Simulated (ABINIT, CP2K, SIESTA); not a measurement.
# P: equilibrium volume by level of theory

Symmetry: Cmce, No. 64, orthorhombic system. Conventional cell: a = 3.295 Å, b = 10.930 Å, c = 4.544 Å, α = 90.00°, β = 90.00°, γ = 90.00°. P (site symmetry m) is surrounded by 3 P at 2.20 to 2.25 Å.

```csv
rung,level,program and potentials,cutoff (eV),k mesh,smearing,core time,chip,equilibrium volume (Å³/atom),notes
LDA,LDA,"CP2K, GTH_POTENTIALS P GTH-PADE-q5; DZVP-MOLOPT-PBE-GTH basis",-,7 × 5 × 7,fermi-dirac 0.026,8.6 min,Arm Neoverse V1,17.64,atomic basis
GGA,PBE,"SIESTA, files PseudoDojo sr-pbe-0.4.1-standard, DZP (energy shift 0.002 Ry)",-,6 × 6 × 4,fermi-dirac 0.05,9.7 min,Arm Neoverse V2,20.79,atomic basis
GGA,PBE,"ABINIT, SPMS NC PBE v1.0",490,6 × 6 × 4,fermi-dirac 0.05,12 min,Intel Xeon 6975P-C Granite Rapids,21.19,-
GGA,PBE,"ABINIT, PseudoDojo NC SR PBE v0.5 stringent",490,6 × 6 × 4,fermi-dirac 0.05,13 min,Arm Neoverse V2,21.19,-
GGA,PBE,"SIESTA, files PseudoDojo sr-pbe-0.4.1-standard, DZP (energy shift 0.002 Ry)",-,8 × 8 × 6,fermi-dirac 0.05,13 min,Intel Xeon Platinum 8488C Sapphire Rapids,20.85,atomic basis
GGA,PBE,"ABINIT, PseudoDojo NC SR PBE v0.4.1 standard",599,6 × 6 × 4,fermi-dirac 0.05,13 min,AMD EPYC 9R45 Zen 5,21.19,-
GGA,PBEsol,"SIESTA, files PseudoDojo sr-pbesol-0.4.1-standard, DZP (energy shift 0.002 Ry)",-,6 × 6 × 4,fermi-dirac 0.05,19 min,Arm Neoverse V2,17.42,atomic basis
GGA,PBEsol,"ABINIT, PseudoDojo NC SR PBEsol v0.4 stringent",599,6 × 6 × 4,fermi-dirac 0.05,25 min,Arm Neoverse V1,17.54,"far from this level's other runs, on another mesh"
GGA,PBEsol,"ABINIT, PseudoDojo NC SR PBEsol v0.4.1 standard",599,8 × 8 × 6,fermi-dirac 0.05,28 min,Intel Xeon 6975P-C Granite Rapids,(a),-
GGA,PBE,"SIESTA, files PseudoDojo sr-pbe-0.4.1-standard, TZP (energy shift 0.002 Ry)",-,8 × 8 × 6,fermi-dirac 0.05,34 min,Arm Neoverse V1,21.07,atomic basis
```

Times are single runs on shared hosts and different chips, so they are rough; meshes, cutoffs and the tasks' sizes weigh on the time. Task: relaxation of cell and atoms. All rows: no spin polarisation. Smearing widths are in eV. Meshes differ between rows, which moves values too. Meshes are those of the run's cell of 4 atoms unless a note names another. Relaxations start from the cell shown or near it and stop with a little pressure left. Runs on faulty files, with rough fits or with known faults for this quantity aren't shown. No row holds spin-orbit coupling.

Q: Estimate the value left out from the other rows.

A: (a) 17.85 Å³/atom.
